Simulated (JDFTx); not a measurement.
The system is Sn.

```
CELL_PARAMETERS angstrom
0.00000 3.23334 3.23334
3.23334 0.00000 3.23334
3.23334 3.23334 0.00000
ATOMIC_POSITIONS crystal
Sn 0.75000 0.75000 0.75000
Sn 0.50000 0.50000 0.50000
```

This isn't the form of Sn at room conditions, which is tetragonal (white tin).

* Program: JDFTx 1.7.0 (patched build)
* Task: single point
* Functional: PBEsol
* Potentials or basis: PseudoDojo-SR-PBEsol-0.4.1-standard with smoothed tails
* Cutoff: 980 eV
* Density cutoff: 7837 eV
* k mesh: 7 × 7 × 7
* Occupations: fermi-dirac, width 0.05 eV
* Spin: no spin polarisation

On this cell: pressure 1.7 GPa; largest force zero by symmetry; band gap on the k mesh none (metal or under the smearing width).

The same run follows on a disturbed copy (atoms moved at random, drawn with an rms of 0.05 Å):

```xyz
2
Lattice="0.0000 3.2333 3.2333 3.2333 0.0000 3.2333 3.2333 3.2333 0.0000" Properties=species:S:1:pos:R:3 pbc="T T T"
Sn    4.9199    4.8950    4.8835
Sn    3.2625    3.2161    3.2452
```

Q: What changes?

A: The energy (extrapolated to zero smearing) moves by +11.5 meV/atom; pressure 1.8 GPa; largest force 0.561 eV/Å; band gap on the k mesh none (metal or under the smearing width).

Forces in eV/Å, atoms in the order of the input:
```
Sn  -0.292 -0.465 -0.118
Sn   0.292  0.465  0.118
```

Stress tensor (GPa, compression positive):
```
 1.80 -0.42 -1.45
-0.42  1.75 -0.92
-1.45 -0.92  1.83
```
